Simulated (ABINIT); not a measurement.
Runs of ABINIT 10.8.3 (patched build) on BN. Symmetry: P6_3/mmc, No. 194, hexagonal system. Conventional cell: a = 2.498 Å, b = 2.498 Å, c = 6.636 Å, α = 90.00°, β = 90.00°, γ = 120.00°. Around N (site symmetry -6m2) lie 3 B at 1.44 Å. B (site symmetry -6m2) is surrounded by 3 N at 1.44 Å. 

```csv
level,cell,gap on the mesh (eV),pressure (GPa),relaxed volume (Å³/atom)
PBE,relaxed to 20 GPa,3.94,20.0,-
PBE+D3,relaxed,(a),0.0,9.36
PBE,relaxed to 5 GPa,4.17,5.0,-
PBE+D2,relaxed,4.11,0.0,8.45
PBE+D3(BJ),relaxed,(b),0.0,9.08
PBE,relaxed to 30 GPa,3.86,30.0,-
PBE,relaxed to 10 GPa,4.09,10.0,-
```

Alike in all rows: task relaxation of cell and atoms; potentials or basis JTH PAW PBE v2.0; no spin polarisation; k mesh 12 × 12 × 4; cutoff (eV) 707; smearing fermi-dirac 0.05 eV.

Estimate the missing entries.

(a) 4.30; (b) 4.27.

Caveats: the atomic spheres overlap; this functional lacks dispersion, which binds the layers, so the pressure and a relaxed spacing across them are unreliable (some runs); the volume moved by over 15 % at a fixed basis, so the end points are rough (some runs).

A k mesh can miss the band edges.
